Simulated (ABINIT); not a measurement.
A run of ABINIT 10.8.3 (patched build) is set up as follows.

run.abi

```
# Pseudopotentials
pp_dirpath "./"
pseudos "N.GGA_PBE-JTH.xml, B.GGA_PBE-JTH.xml"

# Structure
acell 3*1.0
rprim
     4.7209893936     0.0000000000     0.0000000000
    -2.3604946968     4.0884967459     0.0000000000
     0.0000000000     0.0000000000    12.5396556452
ntypat 2
znucl 7 5
natom 4
typat 1 1 2 2
xred
     0.6666666667     0.3333333333     0.2500000000
     0.3333333333     0.6666666667     0.7500000000
     0.6666666667     0.3333333333     0.7500000000
     0.3333333333     0.6666666667     0.2500000000
chkprim 0
chksymtnons 0
tolsym 1.0e-6

# Plane-wave basis
ecut 26.0
pawecutdg 48.0
pawxcdev 0
pawovlp -1

# k points
kptopt 1
ngkpt 12 12 4
nshiftk 1
shiftk 0.0 0.0 0.0

# Exchange and correlation
ixc 11

# Bands and occupations
nband 12
occopt 3
tsmear 0.05 eV

# SCF cycle
nstep 100
tolvrs 1.0e-9

# Output
iomode 3
prtwf 0
prtden 0
prteig 0
prtebands 0
enunit 2

# Relaxation
ionmov 2
ntime 60
tolmxf 0.0002
optcell 2
dilatmx 1.08
ecutsm 0.5
strtarget 3*-6.797862e-04 3*0.0
```

Potentials or basis: JTH PAW PBE v2.0.

Command:

```console
$ abinit run.abi > log 2>&1
```

Task: Predict the band gap on the k mesh.

Result: 3.94 eV, indirect (least direct gap 4.37 eV).

Task: Predict the relaxed volume.

Result: 7.25 Å³/atom.

Task: Estimate the space group after relaxing (to 0.05 Å).

Result: P6_3/mmc (No. 194).

Final structure:
```
N B
1.0
     2.47909    0.00000    0.00000
    -1.23954    2.14695    0.00000
     0.00000    0.00000    5.44856
N B
2 2
Cartesian
  1.2395 0.7157 1.3621
  0.0000 1.4313 4.0864
  1.2395 0.7157 4.0864
  0.0000 1.4313 1.3621
```

Caveat: the volume moved by over 15 % at a fixed basis, so the end points are rough; this functional lacks dispersion, which binds the layers, so the pressure and a relaxed spacing across them are unreliable; the atomic spheres overlap. A k mesh can miss the band edges.
